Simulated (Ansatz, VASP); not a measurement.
# Two plane-wave programs on Hf

File INCAR:

```
  ALGO = Normal
  EDIFF = 1E-7
  ENCUT = 520
  GGA = PS
  ISIF = 2
  ISMEAR = 0
  LASPH = T
  LCHARG = F
  LREAL = F
  LWAVE = F
  NBANDS = 11
  NELM = 60
  PREC = Accurate
  SIGMA = 0.05
```

File KPOINTS:

```
k-points
0
Gamma
  8 8 8
```

The input POSCAR:

```
Hf
1.0
   -1.7447902699      1.7447902699      1.7447902699
    1.7447902699     -1.7447902699      1.7447902699
    1.7447902699      1.7447902699     -1.7447902699
Hf
1
Direct
    0.0000000000      0.0000000000      0.0000000000
```

Input for Ansatz:

```yaml
crystal:
  lattice:
    - [-1.7447902698977213, 1.7447902698977211, 1.7447902698977211]
    - [1.7447902698977213, -1.7447902698977211, 1.7447902698977216]
    - [1.7447902698977213, 1.7447902698977216, -1.7447902698977211]
  atoms:
    - { symbol: Hf, position: [-1.890474582100696e-33, 8.83420415167967e-33, 8.27082107604046e-33] }
kpoints:
  mp_grid:
    grid: [8, 8, 8]
hamiltonian:
  xc: pbesol
scf:
  occupations:
    method: gaussian
    width: 0.05
output:
  forces: true
  stress: true
```

This isn't the form of Hf at room conditions, which is hcp.

Alike in both runs: task single point; functional PBEsol; k mesh 8 × 8 × 8; occupations gaussian, width 0.05 eV; no spin polarisation.

|  | VASP | Ansatz |
| --- | --- | --- |
| version | VASP 6.6.1 | Ansatz 0.2.0 |
| potentials or method | VASP PAW PBE potentials, release 64 (Hf_pv) | plane waves, PAW |
| plane-wave cutoff (eV) | 520 | 420 |
| valence electrons in the cell | 10 | 26 |

```csv
,VASP,Ansatz,Ansatz less VASP
pressure (GPa),0.2,0.4,+0.24
```

The two sets of potentials don't hold the same shells in valence.

Caveats: the PAW data sets were made with another functional, which shifts forces and pressure a little (VASP). The runs have no spin-orbit coupling, so splittings on Hf are missing.
